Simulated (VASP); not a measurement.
# TaS2 (P-3m1) in VASP: further runs, part 2 of 2

VASP 6.6.1. The steps go on from the part before.

**4. Single point, LDA**

Input file run.py:

```python
from ase.calculators.vasp import Vasp
from ase.dft.bandgap import bandgap
from ase.io import read

atoms = read('TaS2.cif', primitive_cell=True, subtrans_included=False)
calc = Vasp(
    directory='calc',
    xc='lda',
    pp='LDA',
    setups='recommended',
    prec='Accurate',
    encut=520,
    ediff=1e-06,
    ismear=0,
    sigma=0.05,
    lreal=False,
    lasph=True,
    nelm=100,
    algo='Normal',
    isif=2,
    lwave=False,
    lcharg=False,
    kpts=[9, 9, 5],
    gamma=True,
)
atoms.calc = calc

print('energy (eV):', atoms.get_potential_energy())
print('free energy (eV):', atoms.get_potential_energy(force_consistent=True))
print('forces (eV/A):')
print(atoms.get_forces())
print('stress (eV/A^3, Voigt):', atoms.get_stress())
print('Fermi level (eV):', calc.get_fermi_level())
gap, top, bottom = bandgap(calc)
print('band gap (eV):', gap, 'from (spin, k, band)', top, 'to', bottom)
```

Input file TaS2.cif:

```cif
data_TaS2
_cell_length_a 3.35000000
_cell_length_b 3.35000000
_cell_length_c 5.86000000
_cell_angle_alpha 90.00000000
_cell_angle_beta 90.00000000
_cell_angle_gamma 120.00000000
_space_group_name_H-M_alt 'P-3m1'
_space_group_name_Hall '-P 3 2"'
_space_group_IT_number 164
loop_
_space_group_symop_operation_xyz
'x,y,z'
'-x,-y,-z'
'-y,x-y,z'
'y,-x+y,-z'
'-x+y,-x,z'
'x-y,x,-z'
'y,x,-z'
'-y,-x,z'
'x-y,-y,-z'
'-x+y,y,z'
'-x,-x+y,-z'
'x,x-y,z'
loop_
_atom_site_label
_atom_site_type_symbol
_atom_site_symmetry_multiplicity
_atom_site_Wyckoff_symbol
_atom_site_fract_x
_atom_site_fract_y
_atom_site_fract_z
_atom_site_occupancy
Ta1 Ta 1 a 0.0000000000 0.0000000000 0.0000000000 1
S1 S 2 d 0.6666666667 0.3333333333 0.7500000000 1
```

Potentials or basis: VASP PAW LDA potentials, release 64 (Ta_pv, S).

Launch:

```sh
$ python run.py
```

Standard output:

```text
energy (eV): -25.43445424
free energy (eV): -25.43611912
forces (eV/A):
[[-0.          0.          0.        ]
 [-0.          0.         -0.82962954]
 [ 0.          0.          0.82962954]]
stress (eV/A^3, Voigt): [-7.01856078e-05 -7.01856078e-05 -3.22346912e-02  0.00000000e+00
 -0.00000000e+00 -0.00000000e+00]
Fermi level (eV): 5.47789686
band gap (eV): 0.0 from (spin, k, band) (None, None, None) to (None, None, None)
```

OUTCAR:

```text
ENCUT = 520.000000
   EDIFF = 1.00e-06
   PREC = Accurate
   ISIF = 2
   ISMEAR = 0
   NELM = 100
   LASPH = .TRUE.
   LREAL = .FALSE.

 ion  position               nearest neighbor table
   1  0.000  0.000  0.000-   2 2.43   3 2.43   2 2.43   3 2.43   2 2.43   3 2.43
   2  0.667  0.333  0.750-   1 2.43   1 2.43   1 2.43
   3  0.333  0.667  0.250-   1 2.43   1 2.43   1 2.43

  LATTYP: Found a hexagonal cell.
 ALAT       =     3.3500000000
 C/A-ratio  =     1.7492537313

  Lattice vectors:

 A1 = (   3.3500000000,   0.0000000000,   0.0000000000)
 A2 = (  -1.6750000000,   2.9011851027,   0.0000000000)
 A3 = (   0.0000000000,   0.0000000000,   5.8600000000)

Analysis of symmetry for initial positions (statically):
=====================================================================
 Subroutine PRICEL returns:
 Original cell was already a primitive cell.

 Routine SETGRP: Setting up the symmetry group for a
 hexagonal supercell.

 Subroutine GETGRP returns: Found 12 space group operations
 (whereof 12 operations were pure point group operations)
 out of a pool of 24 trial point group operations.

The static configuration has the point symmetry D_3d.

Analysis of symmetry for dynamics (positions and initial velocities):
=====================================================================
 Subroutine PRICEL returns:
 Original cell was already a primitive cell.

 Routine SETGRP: Setting up the symmetry group for a
 hexagonal supercell.

 Subroutine GETGRP returns: Found 12 space group operations
 (whereof 12 operations were pure point group operations)
 out of a pool of 24 trial point group operations.

The dynamic configuration has the point symmetry D_3d.

 Subroutine INISYM returns: Found 12 space group operations
 (whereof 12 operations are pure point group operations),
 and found     1 'primitive' translations

----------------------------------------------------------------------------------------

                                     Primitive cell

  volume of cell :      56.9532

  direct lattice vectors                    reciprocal lattice vectors
     3.350000000  0.000000000  0.000000000     0.298507463  0.172343364  0.000000000
    -1.675000000  2.901185103  0.000000000     0.000000000  0.344686728  0.000000000
     0.000000000  0.000000000  5.860000000     0.000000000  0.000000000  0.170648464

  length of vectors
[... 94 lines left out ...]
   PSTRESS=    0.0 pullay stress
   NELECT =      23.0000    total number of electrons
   NUPDOWN=      -1.0000    fix difference up-down
   EMIN   =  10.00;   EMAX   =-10.00  energy-range for DOS
   EFERMI =   0.00;   METHOD = LEGACY
   ISMEAR =     0;   SIGMA  =   0.05  broadening in eV -4-tet -1-fermi 0-gaus
   EFERMI_NEDOS =   21; number of points for ismear=-14 and -15
   IALGO  =     38    algorithm
   IMIX   =      4    mixing-type and parameters
     AMIX     =   0.40;   BMIX     =  1.00
     AMIX_MAG =   1.60;   BMIX_MAG =  1.00
  volume/ion in A,a.u.               =      18.98       128.11
  Fermi-wavevector in a.u.,A,eV,Ry     =   1.210073  2.286706 19.922686  1.464276
  Thomas-Fermi vector in A             =   2.345631
   LORBIT       =      0    0 simple, 1 ext, 2 COOP (PROOUT), +10 PAW based schemes
   GGA     = CA    functional components
   LHFCALC =     F    Hartree Fock is set to
   AEXX    =    0.0000 exact exchange contribution
   IVDW    =     0    specifies the selected vdW correction
   LEPSILON=     F    determine dielectric tensor
   LRPA    =     F    only Hartree local field effects (RPA)
 non-spin polarized calculation
 Gauss-broadening in eV      SIGMA  =   0.05
  energy-cutoff  :      520.00
  volume of cell :       56.95
 maximum number of plane-waves:      1569
 NGX is ok and might be reduce to    28
   NGX = 13   NGY = 13   NGZ = 21

 number of electron      22.9999999 magnetization

 Free energy of the ion-electron system (eV)
  ---------------------------------------------------
  ext. energy  EPLUGINS =         0.00000000
  ---------------------------------------------------
  free energy    TOTEN  =       -25.43611912 eV

  energy without entropy =      -25.43278936  energy(sigma->0) =      -25.43445424

 E-fermi :   5.4779     XC(G=0): -10.8204

 val. band max:        5.4772028558   @ k =   0.0000   0.0000   0.2000
 cond. band min:       5.4872140460   @ k =   0.0000   0.0000   0.0000
 fundamental gap:      0.0100111902
 Fermi energy:         5.4778968552

 k-point     1 :       0.0000    0.0000    0.0000
  band No.  band energies     occupation
      1     -29.5565      2.00000
      2     -29.5299      2.00000
      3     -29.5299      2.00000
      4      -9.5480      2.00000
      5      -7.4310      2.00000
      6      -1.4841      2.00000
      7       1.2618      2.00000
      8       1.2618      2.00000
      9       4.2314      2.00000
     10       4.7800      2.00000
     11       4.7800      2.00000
     12       5.4872      0.79214
     13       5.4872      0.79214
     14       5.7236      0.00000
[... 401 lines left out ...]
      2     -29.5871      2.00000
      3     -29.5173      2.00000
      4      -8.3423      2.00000
      5      -7.5154      2.00000
      6      -0.3745      2.00000
      7       0.5067      2.00000
      8       0.8450      2.00000
      9       1.6229      2.00000
     10       2.6676      2.00000
     11       3.7153      2.00000
     12       5.2734      2.00000
     13       6.9450      0.00000
     14       7.9711      0.00000
     15       9.0370      0.00000

 [... further k-points ...]

------------------------ aborting loop because EDIFF is reached ----------------------------------------

  FORCE on cell =-STRESS in cart. coord.  units (eV):
  Direction    XX          YY          ZZ          XY          YZ          ZX
  --------------------------------------------------------------------------------------
  -------------------------------------------------------------------------------------
  Total        0.0039973      0.0039973      1.8358669      0.0000000     -0.0000000      0.0000000
  in kB        0.1124497      0.1124497     51.6456687      0.0000000     -0.0000000      0.0000000
  external PRESSURE =      17.2901894 kB  Pullay stress =       0.0000000 kB

 VOLUME and BASIS-vectors are now :
 -----------------------------------------------------------------------------
  energy-cutoff  :      520.00
  volume of cell :       56.95
      direct lattice vectors                 reciprocal lattice vectors
     3.350000000  0.000000000  0.000000000     0.298507463  0.172343364  0.000000000
    -1.675000000  2.901185103  0.000000000     0.000000000  0.344686728  0.000000000
     0.000000000  0.000000000  5.860000000     0.000000000  0.000000000  0.170648464

 POSITION                                       TOTAL-FORCE (eV/Angst)
 -----------------------------------------------------------------------------------
      0.00000      0.00000      0.00000        -0.000000      0.000000      0.000000
      1.67500      0.96706      4.39500        -0.000000      0.000000     -0.829630
     -0.00000      1.93412      1.46500         0.000000      0.000000      0.829630
 -----------------------------------------------------------------------------------
    total drift:                               -0.000000     -0.000000     -0.000000

  FREE ENERGIE OF THE ION-ELECTRON SYSTEM (eV)
  ---------------------------------------------------
  free  energy   TOTEN  =       -25.4361191205 eV

  energy  without entropy=      -25.4327893626  energy(sigma->0) =      -25.43445424
```

INCAR:

```text
ENCUT = 520.000000
SIGMA = 0.050000
EDIFF = 1.00e-06
ALGO = Normal
PREC = Accurate
ISIF = 2
ISMEAR = 0
NELM = 100
LASPH = .TRUE.
LCHARG = .FALSE.
LWAVE = .FALSE.
LREAL = .FALSE.
```

Run time: 67 s. Hardware: 1 thread of AMD EPYC 7R43 (Zen 3), shared host; peak memory 0.15 GiB.

Results:

- Free energy: -25.4361 eV
- Pressure: 1.7 GPa
- Largest force: 0.830 eV/Å
- Band gap on the k mesh: none (metal or under the smearing width)

Forces on the atoms (eV/Å):
```
Ta   0.000  0.000  0.000
S    0.000  0.000 -0.830
S    0.000  0.000  0.830
```
